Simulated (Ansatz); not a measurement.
The system is GaN.

```xyz
2
Lattice="0.0000 2.1352 2.1352 2.1352 0.0000 2.1352 2.1352 2.1352 0.0000" Properties=species:S:1:pos:R:3 pbc="T T T"
Ga    0.0000    0.0000    0.0000
N     2.1352    2.1352    2.1352
```

Measurements of this composition are mostly on another form, of space group No. 186.

Base run:

```yaml
Program: Ansatz 0.2.0
Functional: PBE
Potentials_or_basis: Ansatz PAW
Cutoff: "420 eV (not typed: the program's choice for these potentials)"
k_mesh: 11 × 11 × 11
Occupations: fermi-dirac, width 0.05 eV
Spin: no spin polarisation
```

Its results: band gap on the k mesh 0.55 eV, indirect (least direct gap 2.36 eV); pressure -0.3 GPa.

**Question.** The run is repeated on the same cell with these changes: functional from PBE to LDA. What comes out?

**Answer.** Band gap on the k mesh 0.35 eV, indirect (least direct gap 2.42 eV); pressure -13.6 GPa.

LDA binds more tightly than PBE, so the same cell stands under less pressure.

Caveats: the k mesh misses the band edges, so the gap on the mesh is wider than the one along the path; the PAW data sets come from PBE, with cores solved anew for the run's functional, which leaves a small shift of forces and pressure (some runs).
